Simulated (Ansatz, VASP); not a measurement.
Hg: VASP beside Ansatz

Contents of INCAR:

```
ALGO     = Normal         # electronic algorithm
EDIFF    = 1E-6           # SCF threshold, eV
ENCUT    = 520            # plane-wave cutoff, eV
GGA_COMPAT= F            
ISIF     = 2              # what is computed and relaxed
ISMEAR   = -1             # smearing method
LASPH    = T              # aspherical terms in the spheres
LCHARG   = T              # write CHGCAR
LORBIT   = 11             # projections on sites
LORBMOM  = T            
LREAL    = F              # projectors in reciprocal space
LSORBIT  = T              # spin-orbit coupling
LVHAR    = T            
LWAVE    = F              # write WAVECAR
MAGMOM   = 0 0 0          # initial moments
NBANDS   = 23             # bands
NELM     = 150            # most SCF steps
PREC     = Accurate       # precision mode
SIGMA    = 0.1            # smearing width, eV
```

KPOINTS

```
k-points
0
Gamma
  8 8 8
```

The input POSCAR:

```
Hg
1.0
    1.7300000000      0.9988159657      2.2340000000
   -1.7300000000      0.9988159657      2.2340000000
    0.0000000000     -1.9976319314      2.2340000000
Hg
1
Direct
    0.0000000000      0.0000000000      0.0000000000
```

File input.yaml:

```yaml
crystal:
  lattice:
    - [1.73, 0.9988159657, 2.234]
    - [-1.73, 0.9988159657, 2.234]
    - [0.0, -1.9976319314, 2.234]
  atoms:
    - { symbol: Hg, position: [0.0, 0.0, 0.0] }
kpoints:
  mp_grid: { grid: [8, 8, 8] }
  band_path:
    path:
      - [0.0, 0.0, 0.0]
      - [0.5, 0.0, 0.0]
      - [0.5, 0.2999308232, -0.2999308232]
    npoints: 10
scf:
  occupations: { method: fermi_dirac, width: 0.1 }
hamiltonian:
  xc: lda
  pseudopotentials: { kind: all_electron, lapw: { basis_error: 0.002 } }
magnetization:
  noncollinear: true
  spin_orbit: true
output:
  forces: true
  stress: true
  eigenvalues: true
basis:
  ecutwfc: 500
```

Alike in both runs: functional LDA; k mesh 8 × 8 × 8; occupations fermi-dirac, width 0.1 eV; non-collinear spin, spin-orbit coupling.

|  | VASP | Ansatz |
| --- | --- | --- |
| version | VASP 6.6.1 | Ansatz 0.2.0 |
| potentials or method | VASP PAW LDA potentials, release 64 (Hg) | all-electron LAPW, relativistic spinors |
| plane-wave cutoff (eV) | 520 | see its input |
| task | single point | band structure |

Ansatz gave:

- gap on the k mesh at the Fermi level (eV): none
- pressure (GPa): -3.2
- largest component of the traceless stress (GPa): 2.30
- net moment per atom (μB): 0.00

Q: Which values does VASP return?

A: gap on the k mesh at the Fermi level (eV): none; pressure (GPa): -2.1; largest component of the traceless stress (GPa): 1.85; net moment per atom (μB): 0.00.

A gap of «none» marks a metal or a gap that the smearing closes. Ansatz ran all-electron here, so the differences hold the error of VASP's frozen core and of both bases.
